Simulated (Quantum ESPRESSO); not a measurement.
# Rh in Quantum ESPRESSO: the effect of target pressure

Rh:

```
CELL_PARAMETERS angstrom
0.00000 1.89785 1.89785
1.89785 0.00000 1.89785
1.89785 1.89785 0.00000
ATOMIC_POSITIONS crystal
Rh 0.00000 0.00000 0.00000
```

Alike in all runs:

| Item | Value |
| --- | --- |
| Program | Quantum ESPRESSO 7.5 |
| Task | phonons |
| Functional | LDA |
| Potentials or basis | GBRV 1.5 LDA |
| Cutoff | 612 eV |
| Density cutoff | 4898 eV |
| k mesh | 12 × 12 × 12 |
| Occupations | cold, width 0.2 eV |
| Spin | no spin polarisation |

Each run relaxes the cell or the atoms first.

```csv
target pressure,relaxed volume (Å³/atom),highest phonon frequency (cm⁻¹)
0 GPa,13.26,263
2 GPa,?,?
5 GPa,13.06,273
10 GPa,12.88,283
15 GPa,12.71,293
```

Question: What does the run with target pressure 2 GPa give?

Answer: Relaxed volume 13.17 Å³/atom; highest phonon frequency 267 cm⁻¹.

Worked out: In Murnaghan's law V^(-B') rises as a straight line in P. The other rows fit best with B' = 4.8, V0 = 13.26 Å³/atom and B0 = 320 GPa, which gives 13.18 Å³/atom at 2 GPa, against the run's 13.17. A straight line through the other rows of the highest phonon frequency, of slope 2 cm⁻¹ per GPa, gives 267 cm⁻¹, against the run's 267.

Caveats: the cell is more than 3 GPa from zero pressure, which shifts response properties (some runs).

Runs at the PBE level aren't shown here.
